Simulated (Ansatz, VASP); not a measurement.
## Ag in VASP and in Ansatz

INCAR

```
SYSTEM = Ag
ALGO = Normal
EDIFF = 1E-8
ENCUT = 520
GGA = PE
ISIF = 2
ISMEAR = -1
LASPH = .TRUE.
LCHARG = .FALSE.
LEFG = .TRUE.
LREAL = .FALSE.
LWAVE = .FALSE.
NBANDS = 12
NELM = 100
PREC = Accurate
SIGMA = 0.05
```

KPOINTS

```
k-points
0
G
  15 15 15
  0 0 0
```

File POSCAR:

```
Ag
1.0
    0.0000000000      2.0498877575      2.0498877575
    2.0498877575      0.0000000000      2.0498877575
    2.0498877575      2.0498877575      0.0000000000
Ag
1
Direct
    0.0000000000      0.0000000000      0.0000000000
```

Input for Ansatz:

```yaml
crystal:
  lattice:
    - [0.0, 2.0498877575, 2.0498877575]
    - [2.0498877575, 0.0, 2.0498877575]
    - [2.0498877575, 2.0498877575, 0.0]
  atoms:
    - { symbol: Ag, position: [0.0, 0.0, 0.0] }
kpoints:
  mp_grid: { grid: [15, 15, 15] }
scf:
  occupations: { method: fermi_dirac, width: 0.05 }
hamiltonian:
  xc: pbe
  pseudopotentials: { kind: all_electron, datasets: crystal }
output:
  forces: true
  stress: true
  eigenvalues: true
  efg: { contact_densities: true }
```

Change from the starting cell: volume scaled by 1.01, crystal datasets.

Alike in both runs: task electric field gradients; functional PBE; k mesh 15 × 15 × 15; occupations fermi-dirac, width 0.05 eV; no spin polarisation.

|  | VASP | Ansatz |
| --- | --- | --- |
| version | VASP 6.6.1 | Ansatz 0.2.0 |
| potentials or method | VASP PAW PBE potentials, release 64 (Ag) | all-electron PAW with datasets made for the crystal, scalar-relativistic |
| plane-wave cutoff (eV) | 520 | see its input |

```csv
,VASP,Ansatz,Ansatz less VASP
pressure (GPa),3.3,3.4,+0.13
Vzz of the field gradient on the site that differs most (V/Å²),0.0,0.0,0.00
```

Ansatz ran all-electron here, so the differences hold the error of VASP's frozen core and of both bases. Ansatz warned: «gradients_without_spin_orbit».
